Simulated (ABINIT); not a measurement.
Wanted: the native input for an ABINIT 10.8.3 (patched build) run.

| Property | Result |
| --- | --- |
| Task | single point |
| Functional | PBE |
| Potentials or basis | JTH PAW PBE v2.0 |
| Cutoff | 707 eV |
| k mesh | 12 × 12 × 7 |
| Occupations | fermi-dirac, width 0.2 eV |
| Spin | no spin polarisation |
| Fine-grid cutoff | 1306.15 eV |

Crystal: Cu.

```xyz
2
Lattice="2.5341 0.0000 0.0000 -1.2670 2.1946 0.0000 0.0000 0.0000 4.1126" Properties=species:S:1:pos:R:3 pbc="T T T"
Cu    1.2670    0.7315    3.0844
Cu    0.0000    1.4631    1.0281
```

This isn't the form of Cu at room conditions, which is fcc.

One way to write it, as run:

run.abi

```
# Pseudopotentials
pp_dirpath "./"
pseudos "Cu.GGA_PBE-JTH.xml"

# Structure
acell 3*1.0 Angstrom
rprim
     2.5340966698     0.0000000000     0.0000000000
    -1.2670483349     2.1945920917     0.0000000000
     0.0000000000     0.0000000000     4.1125710000
ntypat 1
znucl 29
natom 2
typat 1 1
xcart
     1.2670483350     0.7315306972     3.0844282500
    -0.0000000001     1.4630613945     1.0281427500 Angstrom

# Plane-wave basis
ecut 26.0
pawecutdg 48.0
pawxcdev 0

# k points
kptopt 1
ngkpt 12 12 7
nshiftk 1
shiftk 0.0 0.0 0.0

# Exchange and correlation
ixc 11

# Bands and occupations
nband 23
occopt 3
tsmear 0.2 eV

# SCF cycle
nstep 100
tolvrs 1.0e-9

# Output
iomode 3
prtwf 0
prtden 0
prteig 0
prtebands 0
enunit 2
```

Potentials or basis: JTH PAW PBE v2.0.

The run is started by

```console
$ abinit run.abi > log 2>&1
```

It gave:

The pressure is 7.2 GPa. The band gap on the k mesh is none (metal or under the smearing width) and the valence electrons inside the program's atomic spheres are Cu 17.39 (radii [1.0588] Å).

Run time: 74 s on 1 thread of Arm Neoverse V1, on a shared host, peak memory 0.14 GiB.
